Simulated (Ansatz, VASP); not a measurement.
## One calculation of HfO2, two programs

```
Hf O
1.0
     0.00000    2.57444    2.57444
     2.57444    0.00000    2.57444
     2.57444    2.57444    0.00000
Hf O
1 2
Direct
  0.00000 0.00000 0.00000
  0.25000 0.25000 0.25000
  0.75000 0.75000 0.75000
```

Change from the starting cell: volume scaled by 1.02, crystal datasets.

Alike in both runs: task electric field gradients; functional LDA; k mesh 9 × 9 × 9; occupations fermi-dirac, width 0.01 eV; no spin polarisation.

|  | VASP | Ansatz |
| --- | --- | --- |
| version | VASP 6.6.1 | Ansatz 0.2.0 |
| potentials or method | VASP PAW LDA potentials, release 64 (Hf_pv, O), cutoff 520 eV | all-electron PAW with datasets made for the crystal, scalar-relativistic |

```csv
,VASP,Ansatz,Ansatz less VASP
gap on the k mesh at the Fermi level (eV),3.58,3.56,-0.019
pressure (GPa),-23.2,-20.5,+2.69
Vzz of the field gradient on the site that differs most (V/Å²),0.0,0.0,0.00
```

Ansatz ran all-electron here, so the differences hold the error of VASP's frozen core and of both bases. Ansatz warned: «gradients_without_spin_orbit».

Caveats: so large a pressure means that the cell lies far from this level's equilibrium, or that cutoff or potentials fall short (VASP); spin-orbit coupling is left out, which moves the levels of the heavy elements; an odd mesh through Γ misses points on the zone boundary, where band edges often lie.
